## A nearly perfect parabola from imperfect bonds

Take a layer of tungsten disulfide, in which each tungsten atom sits between three sulfur atoms above and three below, and push all the sulfur one way, perpendicular to the layer. How do the bonds hold it back? The answer matters for a vibration of just this kind, sulfur moving against tungsten, and for what such a vibration does to the size of the crystal. The table follows the shift in a density functional calculation, with the tungsten atoms and the cell held fixed.

WS2 (P-3m1, 6 atoms in the cell, a = 3.146, c = 23.567 Å, 33.66 Å³ an atom), with all S atoms moved along c and the W atoms and cell fixed. Ansatz 0.2.0, plane-wave PAW density functional theory, PBEsol, scalar-relativistic, no spin polarisation, cutoff 420 eV, k mesh 12×12×2, Gaussian smearing 0.05 eV. Energies are free energies relative to zero displacement; pressure is positive in compression.

| displacement (Å) | energy change (eV a cell) | force along direction (eV/Å summed over the moved atoms) | pressure (GPa) |
| --- | --- | --- | --- |
| -0.1 | 0.332 | 6.622 | 0.54 |
| -0.05 | 0.083 | 3.328 | 0.13 |
| 0 | 0.000 | 0.000 | 0.00 |
| 0.0125 | 0.005 | -0.833 | 0.01 |
| 0.025 | 0.021 | -1.666 | 0.03 |
| 0.0375 | 0.047 | -2.498 | 0.07 |
| 0.0625 | 0.130 | -4.156 | 0.21 |
| 0.075 | 0.187 | -4.981 | 0.30 |
| 0.0875 | 0.255 | -5.804 | 0.41 |

The energy change looks like a textbook spring. Half the stiffness at small shifts, 66.6 eV/Å², times the square of a 0.1 Å shift gives 0.333 eV, and the table has 0.332 eV. The force divided by the displacement is only 0.6 % lower at −0.1 Å than at small shifts. It is tempting to conclude that each W–S bond is itself an ideal spring, equally stiff whether it is squeezed or stretched.

Two other readings deserve a hearing. The undisturbed position might be the top of a low barrier between two polar arrangements, one with the sulfur shifted up and one with it shifted down. Or the bonds might be far from ideal springs, with their departures hidden in the sum. The table contains enough to judge all three.

### No barrier at the centre

A barrier would show itself at once, because the force would drive the sulfur further away from the centre. In every displaced row the force points back instead, and the energy lies above its starting value. Along this line, and within 0.1 Å, the undisturbed structure is a true minimum. That leaves the two descriptions of the bonds.

### Why the parabola cannot choose between them

When the sulfur moves down, the atoms above the tungsten plane come closer to it and those below move away. Each tungsten atom then has three short bonds and three long ones. At −0.1 Å their lengths are 2.335 and 2.465 Å, against 2.399 Å at the start. The short bonds push and the long bonds pull, and both drive the sulfur back.

Suppose now that a bond stiffens when squeezed and softens when stretched, as chemical bonds generally do: the repulsion between atoms rises steeply at short range, while the attraction fades as they part. The short bonds then push harder than ideal springs would, and the long bonds pull less hard. What one set gains, the other loses. The total force hardly notices.

Symmetry guarantees the main part of this cancellation. The undisturbed cell has a centre of inversion, so a shift up costs exactly as much as a shift down, and the energy can contain no term in the cube of the displacement. That term is where the lopsidedness of a single bond would appear first. Its absence from the total is a property of the arrangement and tells us little about the bond.

### Looking at the atoms separately

The forces on the individual sulfur atoms, taken from the same calculation, reveal what the sum conceals. At −0.1 Å, two of the four sulfur atoms in the cell are pulled back with 1.47 eV/Å on average and the other two with 1.84 eV/Å. One side of each layer thus resists 25 % more strongly than the other.

This inequality does not settle the matter alone. Even ideal springs would give unequal forces, because the short and long bonds slant differently towards the layer: the long bonds stand steeper, so their side would be held more strongly. Besides, the listed forces do not say which atoms lie on the short-bond side. A quantity is needed that responds differently to squeezed and stretched bonds, and the pressure is such a quantity.

### What the pressure adds

Pressure here is positive when the cell pushes outward. Squeezed bonds push outward and stretched bonds pull inward, so the pressure registers the difference between the two sets, whereas the restoring force registers their sum. This is why it can see what the parabola hides.

Ideal springs would make the cell pull inward on average over directions. The sideways distance between a tungsten atom and its sulfur neighbour stays fixed during the shift, and only the height changes. For such a slanted bond, the long partner gains slightly more length than the short partner loses. More important, a bond's share of the pressure is its tension times its length, as the formula below shows, so the pull of a long bond counts for more than an equal push of a short one. On both counts the stretched springs win, and the pressure should be negative.

The computed pressure is positive in every displaced row and reaches 0.54 GPa at −0.1 Å. The squeezed bonds win. Within a picture of forces acting along W–S bonds that are unstrained at the start, this rules out ideal springs and calls for bonds that are harder to squeeze than to stretch.

### A model with two constants

Let $e$ be the change in length of a bond from its starting length. The simplest lopsided bond has the tension

$$T = k\,e - g\,e^2 ,$$

where $k$ is its stiffness and $g$ measures how it softens on stretching. Ideal springs have $g=0$. The model takes the bonds as unstrained at the start and ignores any resistance to changes of bond angle. Distances between sulfur atoms, and between tungsten atoms, do not change in this shift, so forces between such pairs would add no change of their own.

The constant $k$ comes from the total force. At small shifts each of the twelve bonds in the cell contributes $k\cos^2\theta$ to the stiffness, where $\theta$ is the angle between the bond and the direction of the shift. A least-squares line through zero, using the three smallest nonzero shifts, gives the 66.6 eV/Å² quoted above. With $\cos^2\theta = 0.427$ from the geometry,

$$k = \frac{66.6}{12\times 0.427} \approx 13.0\ \text{eV/Å}^2 .$$

The constant $g$ comes from the unequal forces on the sulfur atoms. A least-squares fit to their difference in all rows, with the more strongly held atoms placed on the short-bond side, gives about 33 eV/Å³. Both are effective constants of this model, and another form of the bond law would share out the forces differently.

To find the pressure, imagine the whole cell enlarged slightly and evenly. A bond of length $d$ lengthens in proportion to $d$, which costs energy in proportion to $T d$. Since the volume grows three times as fast, in relative terms, as any length, the pressure is

$$P = -\frac{1}{3V}\sum_{\text{bonds}} T\,d ,$$

with $V$ the volume of the cell.

### One row worked through

At −0.1 Å the short bonds have $e=-0.064$ Å and the long ones $e=+0.066$ Å. The bond law gives tensions of

$$T_\text{short} \approx -0.97\ \text{eV/Å}, \qquad T_\text{long} \approx +0.72\ \text{eV/Å}.$$

The squeezed bonds push distinctly harder than the stretched ones pull, although the two changes of length are almost the same.

There are six bonds of each kind in the cell, and the volume is $6\times 33.66 = 202$ Å³. Hence

$$P \approx -\frac{6\,(-0.97\times 2.335 + 0.72\times 2.465)}{3\times 202} \approx 0.005\ \text{eV/Å}^3 ,$$

which is about 0.8 GPa, since 1 eV/Å³ is 160 GPa. The forces of this row helped to fix $g$, but no pressure entered either fit.

With $g=0$ the same steps give −0.29 GPa. If the more strongly held sulfur atoms are placed on the long-bond side instead, the model gives −0.65 GPa. Only bonds that stiffen when squeezed reproduce the computed sign. Within the model, that sign thus also decides which atoms are which, and the size of the pressure remains as a partial test.

The total force shows how well the parabola hid all this. For −0.1 Å, ideal springs give 6.65 eV/Å and softening bonds 6.57 eV/Å, while the calculation gives 6.62 eV/Å. Both are within 1 %. Yet in the softening model the stiffness of a single bond, $k-2ge$, is about 17 eV/Å² for the short bonds and about 9 eV/Å² for the long ones. In this model a factor of two in the parts has vanished from the whole. The ratio is only a rough size, since the same $g$ overshoots the pressure, as shown below.

### Where the model falls short

The model also gives the right growth of the pressure with the shift, but this does not test it. To first order the push of the short bonds and the pull of the long ones cancel, as symmetry demands of any model in which shifts up and down are alike, so what remains depends on the square of the shift. Doubling the displacement from −0.05 to −0.1 Å should raise the pressure fourfold, and the table shows a rise from 0.13 to 0.54 GPa.

The size is less satisfactory. For shifts of 0.05 Å or more, the model's pressure is 40 to 50 % above the computed one. The cell contains empty space beside the layers, which dilutes the pressure, so these values should not be read as pressures in the compact solid. The dilution does not explain the misfit, however, because the same volume enters the model.

The stress in different directions shows where the error sits. At −0.1 Å the model gives 0.38 GPa perpendicular to the layer, close to the computed 0.37 GPa. This agreement is expected and says little about the bond law. With empty space beside the layers, stretching the cell in that direction changes the energy almost only by moving the atoms, so the stress follows from the forces to which the model was fitted. Its outward sign does confirm that the more strongly held sulfur atoms lie on the short-bond side: they are nearer the tungsten plane, and must be held harder to outweigh the others. The real test is the stress within the layer, which those forces do not fix. There the model gives 0.96 GPa, where the calculation has 0.62 GPa. The picture of forces along bonds thus exaggerates how strongly the displaced layer tries to spread sideways. Resistance to changes of bond angle may play a part, but only indirectly. Enlarging the cell evenly leaves every angle as it was, so an energy that depends on the angles alone adds nothing to the pressure. It could still take over some of the force that the model assigns to $k$ and $g$, and so change the pressure calculated from them. For the same reason, adding such a resistance to ideal springs would not turn their inward pull into a push. These data do not isolate the cause of the misfit.

### Reading such a curve

The same reasoning can carry over to small shifts of other atoms held between equivalent bonds on opposite sides. Moving such an atom towards one side squeezes some bonds and stretches others, the cubic terms of the bonds cancel, and the energy can look more harmonic than the bonds are. If instead the sulfur atoms above and below the tungsten moved towards it together, all the bonds would shorten at once. Their lopsidedness could then appear in the energy itself, though the changing distances between sulfur atoms would also play a part.

When shifts in the two directions are alike by symmetry, a parabolic energy curve is good evidence for the stiffness of the motion and poor evidence for the nature of the bonds. A model of ideal springs along the bonds, adjusted to this curve, would reproduce the restoring force and still make the displaced crystal pull inward when it should push outward. Before such a model is used for anything that depends on expansion or stress, its pressure at a displaced geometry should be compared with the calculated one.
